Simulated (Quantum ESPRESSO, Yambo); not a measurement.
# Quasiparticle gap of BAs (F-43m) in Yambo, part 3 of 3

Wanted: ground state, empty states, screening and self-energy for BAs (F-43m).

Quantum ESPRESSO 7.5 and Yambo 5.3.0; PBE and many-body steps on it, plane waves. Known limits of the many-body steps: not at the basis limit; no spin-orbit coupling.

So far. Step 3 (Bands along the symmetry lines): The gap is 1.207 eV, as in the run before at this level. Step 4 (Empty states on the mesh, 6×6×6 mesh, 126 bands): On this mesh the gap is 1.292 eV. The earlier step found 1.207 eV, so this mesh misses an edge.

## (6) Screening and self-energy, 6×6×6 mesh, 126 bands, screening to 210.9 eV

G0W0 replaces the xc potential by the self-energy, built once from these orbitals. Only a window of levels is corrected, while the sums run over the empty bands that the input names.

This step: G0W0 on PBE, plane waves, norm-conserving pseudopotentials.

Contents of gw1.in:

```
HF_and_locXC
gw0
dyson
ppa
em1d
rim_cut
RandQpts= 1000000
RandGvec= 1 RL
EXXRLvcs= 100 Ry
VXCRLvcs= 400 Ry
Chimod= "HARTREE"
% BndsRnXp
 1 | 126 |
%
NGsBlkXp= 15.5 Ry
% LongDrXp
 1 | 1 | 1 |
%
% GbndRnge
 1 | 126 |
%
DysSolver= "n"
ExtendOut
PPAPntXp= 27.21138 eV
% QPkrange
 1 | 16 | 11 | 17 |
%
```

Started as:

```console
$ OMP_NUM_THREADS=1 mpirun -n 4 yambo -F gw1.in -J gw1 -C gw1 > gw1.log
```

Output:

```text
 Yambo, version 5.3.0

 [02] CORE Variables Setup
 =========================

  [... cell, symmetries and grids as in the set-up ...]

  [02.05] Energies & Occupations
  ==============================

  [X] === General ===
  [X] Electronic Temperature                        :  0.000000  0.000000 [eV K]
  [X] Bosonic    Temperature                        :  0.000000  0.000000 [eV K]
  [X] Finite Temperature mode                       : no
  [X] El. density                                   :  0.95404E+24 [cm-3]
  [X] Fermi Level                                   :  12.16515 [eV]

  [X] === Gaps and Widths ===
  [X] Conduction Band Min                           :  1.291868 [eV]
  [X] Valence Band Max                              :  0.000000 [eV]
  [X] Filled Bands                                  :  13
  [X] Empty Bands                                   :   14  126
  [X] Direct Gap                                    :  3.288876 [eV]
  [X] Direct Gap localized at k                     :  1
  [X] Indirect Gap                                  :  1.291868 [eV]
  [X] Indirect Gap between kpts                     :   1  10
  [X] Last valence band width                       :  4.948297 [eV]
  [X] 1st conduction band width                     :  3.059858 [eV]

 [03] Transferred momenta grid and indexing
 ==========================================

 IBZ Q-points                                      :  16
 BZ  Q-points                                      :  216

 K/Q-points units:
 rlu = crystal or reduced units; cc = cartesian coordinates; iku = interal k-units

 Q [ 1]         [rlu]:  0.000000  0.000000  0.000000
 Q [ 2]         [rlu]: -0.44040E-17 -0.44040E-17  0.16667
 Q [ 3]         [rlu]: -0.88081E-17 -0.88081E-17  0.33333
 Q [ 4]         [rlu]: -0.63303E-17 -0.63303E-17 -0.50000
 Q [ 5]         [rlu]: -0.90023E-17  0.16667      0.16667
 Q [ 6]         [rlu]: -0.14373E-16  0.16667      0.33333
 Q [ 7]         [rlu]:  0.33135E-17  0.16667      0.50000
 Q [ 8]         [rlu]: -0.63303E-17  0.16667     -0.33333
 Q [ 9]         [rlu]:  0.28747E-16  0.16667     -0.16667
 Q [10]         [rlu]: -0.18005E-16  0.33333      0.33333
     [... 4 further rows ...]
 Q [15]         [rlu]:  0.166667  0.333333 -0.333333
 Q [16]         [rlu]:  0.166667 -0.500000 -0.333333

 [04] Coloumb potential Random Integration (RIM)
 ===============================================

  [04.01] RIM initialization
  ==========================

  * Diagonal components only detected *

  8 x (sBL volume)        :  0.049954 [a.u.]
  sBZ random points       :  1000000
  Points outside the sBZ  :   7968281
  RL volume               :  1.348768 [a.u.]
  Integrated volume       :  1.354137 [a.u.]

  [04.02] RIM integrals
  =====================

  Gamma point sphere radius             :  0.066805 [a.u.]
  Points outside the sphere             :   800476
  [Int_sBZ(q=0) 1/q^2]*(Vol_sBZ)^(-1/3) =:  7.776341
                                 should be <:  7.795600

  Summary of Coulomb integrals for non-metallic bands |Q|[au] RIM/Bare

  Q [1] 0.100000E-4 0.997530 * Q [2] 0.200926 1.068930
  Q [5] 0.232009 1.068679 * Q [9] 0.328110 1.029814
  Q [6] 0.384743 1.023420 * Q [3] 0.401851 1.020719
  Q [10] 0.464018 1.017590 * Q [8] 0.505652 1.014476
  Q [14] 0.518788 1.014367 * Q [7] 0.568303 1.012582
  Q [11] 0.602777 1.011829 * Q [4] 0.602777 1.011206
  Q [12] 0.656220 1.010226 * Q [15] 0.686291 1.009617
  Q [13] 0.696026 1.009452 * Q [16] 0.733676 1.008801

 [05] Dipoles
 ============

  [05.01] Setup: observables and procedures
  =========================================

 [06] Dynamic Dielectric Matrix (PPA)
 ====================================

 [WR./gw1//ndb.pp]---------------------------------------------------------------
  Brillouin Zone Q/K grids (IBZ/BZ)                :   16  216   16  216
  RL vectors                                       :   3943 [WF]
  Coulomb cutoff potential                         : none
  Electronic Temperature                           :  0.000000 [K]
  Bosonic    Temperature                           :  0.000000 [K]
  PPA    diel. fun.  energies                      : Perdew, Burke & Ernzerhof(X)+Perdew, Burke & Ernzerhof(C)
  wavefunctions                                    : Perdew, Burke & Ernzerhof(X)+Perdew, Burke & Ernzerhof(C)
  Global Gauge                                     : length
  X matrix size                                    :  229
  X band range                                     :    1  126
  X e/h energy range                               : -1.000000 -1.000000 [eV]
  X Time ordering                                  : R
  X Hxc Kernel                                     : HARTREE
  X Drude frequency                                :  0.000000  0.000000
  X poles                                          :  100.0000 [o/o]
  RL vectors in the sum                            :   3943
  [r,Vnl] included                                 : yes
  Field direction                                  :  0.577350E-5  0.577350E-5  0.577350E-5
  BZ energy Double Grid                            : no
  BZ energy DbGd points                            : 0
  BZ Q point size factor                           : -1.000000
  X Optical Averaged directions                    : none

 [07] Local Exchange-Correlation + Non-Local Fock
 ================================================

 [VXC] Plane waves :  24933
 [EXS] Plane waves :  3143

 QP @ state[ 1 ] K range:   1  16
 QP @ state[ 1 ] b range:  11  17

 [xc] Functional : Perdew, Burke & Ernzerhof(X)+Perdew, Burke & Ernzerhof(C)
 [xc] LIBXC used to calculate xc functional
  PP Number of Atomic Species                      :  2
  NLCC RL compoments                               :  24933
  PP Number of Atomic Species                      :  2
  NLCC RL compoments                               :  24933

 [xc] E_xc :  -25.05613 [Ha]
      E_xc :  -50.11226 [Ry]

  Local XC kind (lXC) : Perdew, Burke & Ernzerhof(X)+Perdew, Burke & Ernzerhof(C)
  Non-Local XC kind (nlXC) : Hartree-Fock

  Corrections @ K [1] :  [eV]
 <11|nlXC|11> = -15.46589  0.25059E-17 <11|lXC|11> = -14.18945 -0.18882E-15
 <12|nlXC|12> = -15.46590 -0.79870E-17 <12|lXC|12> = -14.18945 -0.18882E-15
 <13|nlXC|13> = -15.46590  0.22118E-17 <13|lXC|13> = -14.18945  0.23602E-15
 <14|nlXC|14> = -8.450894  0.23082E-17 <14|lXC|14> = -13.05539 -0.94405E-16
 <15|nlXC|15> = -8.450926 -0.64605E-19 <15|lXC|15> = -13.05539 -0.18882E-15
 <16|nlXC|16> = -8.450818  0.26399E-17 <16|lXC|16> = -13.05539 -0.34276E-20
 <17|nlXC|17> = -9.057390  0.24911E-17 <17|lXC|17> = -14.70430  0.37763E-15

  Corrections @ K [2] :  [eV]
 <11|nlXC|11> = -16.11442 -0.85331E-17 <11|lXC|11> = -13.62316  0.15349E-20
 <12|nlXC|12> = -15.45841  0.93628E-17 <12|lXC|12> = -13.95489  0.18882E-15
 <13|nlXC|13> = -15.45859 -0.20374E-17 <13|lXC|13> = -13.95489  0.13572E-15
[...]
Corrections @ K [3] :  [eV]
[...]
Corrections @ K [4] :  [eV]
[...]
Corrections @ K [5] :  [eV]
[...]
[... 10 further k-points ...]
  Corrections @ K [16] :  [eV]
[...]
<13|nlXC|13> = -15.77046 -0.68706E-17 <13|lXC|13> = -12.44017  0.66409E-17
 <14|nlXC|14> = -6.817689  0.12867E-17 <14|lXC|14> = -11.66929 -0.23602E-16
 <15|nlXC|15> = -7.203077  0.26034E-17 <15|lXC|15> = -12.22128  0.35400E-16
 <16|nlXC|16> = -6.507693  0.70109E-19 <16|lXC|16> = -13.15926 -0.17686E-16
 <17|nlXC|17> = -6.423948  0.35454E-18 <17|lXC|17> = -12.96512 -0.11802E-16

  [07.01] Hartree-Fock occupations report
  =======================================

  [Hartree-Fock] === General ===
  [Hartree-Fock] Electronic Temperature             :  0.000000  0.000000 [eV K]
  [Hartree-Fock] Bosonic    Temperature             :  0.000000  0.000000 [eV K]
  [Hartree-Fock] Finite Temperature mode            : no
  [Hartree-Fock] El. density                        :  0.95404E+24 [cm-3]
  [Hartree-Fock] Fermi Level                        :  12.16515 [eV]

  [Hartree-Fock] === Gaps and Widths ===
  [Hartree-Fock] Conduction Band Min                :  5.316854 [eV]
  [Hartree-Fock] Valence Band Max                   : -1.276448 [eV]
  [Hartree-Fock] Filled Bands                       :  13
  [Hartree-Fock] Empty Bands                        :   14  126
  [Hartree-Fock] Direct Gap                         :  9.169821 [eV]
  [Hartree-Fock] Direct Gap localized at k          :  1
  [Hartree-Fock] Indirect Gap                       :  6.593301 [eV]
  [Hartree-Fock] Indirect Gap between kpts          :   1  10
  [Hartree-Fock] Last valence band width            :  7.002141 [eV]
  [Hartree-Fock] 1st conduction band width          :  4.160535 [eV]

 [08] Dyson equation: Newton solver
 ==================================

  [08.01] G0W0 (W PPA)
  ====================

  [  GW  ] Bands range     :    1  126
  [GW/PPA] G damping       :  0.100000 [eV]

  QP @ state[ 1 ] K range:   1  16
  QP @ state[ 1 ] b range:  11  17

   Sc/G bands                                       :    1  126
   Sc/G damping                                     :  0.100000 ev
   Sc bands terminator                              : no
   Sx RL components                                 :  3143

   QP @ state[ 1 ] K range                          :   1  16
   QP @ state[ 1 ] b range                          :  11  17
   GF energies kind                                 : Perdew, Burke & Ernzerhof(X)+Perdew, Burke & Ernzerhof(C)
   GF WF`s kind                                     : Perdew, Burke & Ernzerhof(X)+Perdew, Burke & Ernzerhof(C)
   Xs energies kind                                 : Perdew, Burke & Ernzerhof(X)+Perdew, Burke & Ernzerhof(C)
   Xs WF`s kind                                     : Perdew, Burke & Ernzerhof(X)+Perdew, Burke & Ernzerhof(C)

 [11] Game Over & Game summary
```

It took 34 min on 4 MPI ranks of Arm Neoverse V1, shared host; peak memory 2 GiB.

Numbers from this step:

| Property | Result |
| --- | --- |
| G0W0 gap on the mesh | 1.902 eV |
| starting gap on the mesh | 1.292 eV |
| k of the valence top | 0, 0, 0 |
| k of the conduction bottom | 0, 0.3333, 0.3333 |
| least direct G0W0 gap on the computed points | 4.137 eV |
| Z at the valence top | 0.8043 |
| Z at the conduction bottom | 0.8133 |

The gap on the mesh goes from 1.29 eV to 1.90 eV, a correction of +0.61 eV. The start differs from the 1.21 eV found before because the two sample other k points.

Limits: finite bands, cutoff and mesh; no spin-orbit coupling. v1 is the top filled band, c1 the lowest empty one. Levels before and after the correction, in eV, zero at the valence-band top of each column:

```csv
,conduction bottom,valence top
Kohn-Sham,1.29,0.00
G0W0,1.90,0.00
```

```csv
,level,energy (eV)
Kohn-Sham,Γ v3-v1,0.000
Kohn-Sham,Γ c1-c3,3.289
Kohn-Sham,Γ c4,4.686
Kohn-Sham,(0 0.333 0.333) v3,-5.938
Kohn-Sham,(0 0.333 0.333) v2-v1,-3.452
Kohn-Sham,(0 0.333 0.333) c1,1.292
Kohn-Sham,(0 0.333 0.333) c2,3.154
Kohn-Sham,(0 0.333 0.333) c3-c4,9.167
G0W0,Γ v3-v1,0.000
G0W0,Γ c1-c3,4.137
G0W0,Γ c4,5.433
G0W0,(0 0.333 0.333) v3,-6.304
G0W0,(0 0.333 0.333) v2-v1,-3.649
G0W0,(0 0.333 0.333) c1,1.902
G0W0,(0 0.333 0.333) c2,3.791
G0W0,(0 0.333 0.333) c3-c4,10.168
```

## (7) Where the time went

Times are wall times on the hardware named with each run, good to a factor of about two.

| step | time | share | memory (GiB) |
| --- | --- | --- | --- |
| ground state | 11 s | 1 % | 0.25 |
| bands along the symmetry lines | 4.2 s | 0 % | 0.22 |
| empty states on the mesh | 14 s | 1 % | 0.33 |
| conversion and set-up | 2.7 s | 0 % | 0.24 |
| screening and self-energy | 34 min | 98 % | 2.0 |

## (8) What came out

* PBE gap: 1.21 eV, indirect
* G0W0 gap on the mesh: 1.90 eV
* G0W0 gap over the zone (rigid shift): 1.82 eV
* GW settings: 6×6×6 mesh, 126 bands, screening to 210.9 eV, Godby-Needs plasmon pole
* known limits: not at the basis limit; no spin-orbit coupling

What this shows: G0W0 moves the gap on the mesh from 1.29 eV to 1.90 eV (+0.61 eV), with Z of 0.80 and 0.81 at the edges. The mesh misses the band edges by 0.08 eV in all; a rigid shift gives 1.82 eV for the zone. The dearest step here is «screening and self-energy». Against experiment, by G0W0@PBE: the gap of 1.82 eV lies −0.003 eV from the measured 1.82 eV (indirect, 300 K, 2019); the direct gap of 4.14 eV lies +0.02 eV from the measured 4.12 eV (direct, 300 K, 2019); the gap of 1.82 eV lies −0.20 eV from the measured 2.02 eV (indirect, 300 K, 2019). An exciton line or allowed optical edge lies below the quasiparticle gap by the binding energy; a forbidden edge can push the onset above it. The calculation has static nuclei and no excitons; a measured gap holds zero-point and thermal motion, which mostly lowers it. Bands and cutoff are finite, so the gap is not at the basis limit. The miss can reach some tenths of an eV and take either sign; the mesh is an error of its own. A denser mesh or path gives a starting gap of 1.21 eV: the GW mesh misses a band edge, so its gaps are not the fundamental one. The many-body steps are scalar-relativistic: spin-orbit coupling is not in them.

[Paths, hosts, dates, memory and timing lines, banners, echoed tables and standing remarks are left out of the program output.]

[Logs are printed without paths, hosts, clocks, repeated set-up lines and the standing remarks that a program may print on its own settings, such as how far it seeks lower states.]

[Runs of the session that timed out or met a known fault of the program may be left out.]

[Hosts, paths, dates, database ids (printed as entryN), source tags and the programs' standing remarks are cut or masked in the printed files.]
